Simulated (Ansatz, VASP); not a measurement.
## One calculation of GaAs, 3 ways

```
As Ga
1.0
     0.00000    2.82685    2.82685
     2.82685    0.00000    2.82685
     2.82685    2.82685    0.00000
As Ga
1 1
Direct
  0.75000 0.75000 0.75000
  0.00000 0.00000 0.00000
```

Alike in all runs: task band structure; functional PBEsol; k mesh 6 × 6 × 6; occupations fermi-dirac, width 0.05 eV; spin-orbit coupling, no magnetisation; with spin-orbit coupling. Pressure is positive in compression and, in plane waves, holds the error of the finite cutoff, which Ansatz's Pulay term estimates and takes out.

```csv
program and potentials,plane-wave cutoff (eV),notes,pressure (GPa)
"Ansatz, Ansatz PAW",420,"potentials made for PBE, which Ansatz adapts in part; 14 valence electrons an atom on average; Pulay term of +0.03 GPa included",0.17
"Ansatz, all-electron LAPW, relativistic spinors",-,-,0.18
"VASP, PBE PAW files As, Ga_d, 520 eV",520,potentials made for PBE; 9 valence electrons an atom on average,0.33
```

The pressure spans 0.17 (Ansatz, Ansatz PAW) to 0.33 GPa (VASP, PBE PAW files As, Ga_d, 520 eV), with all-electron results at 0.18.

Differences between rows come from potentials, basis sets and numerical settings, since the functional is the same but for its coding. Runs on potential files found faulty are left out.

All three calculations put GaAs under slight compression at this lattice constant, so PBEsol would prefer a marginally larger cell. Given the stiffness of the covalent sp³ network, the implied expansion is only a small fraction of a percent in length. This fits the functional's known behaviour: its reduced gradient enhancement of exchange removes most of the overexpansion that PBE gives in semiconductors.

Ansatz PAW and all-electron LAPW practically coincide, at 0.17 and 0.18 GPa, while VASP lies higher at 0.33 GPa. An incomplete plane-wave basis usually lowers the computed pressure, as the sign of the Pulay term here shows, so the cutoff is an unlikely source of VASP's excess. The description of the core is a more probable one, through either the smaller valence space, which seems to leave the As d shell frozen, or the core's PBE origin; these rows cannot separate the two. The disagreement is minor on the scale of the lattice constant, and the close pressures say nothing about how well the band gap is described.
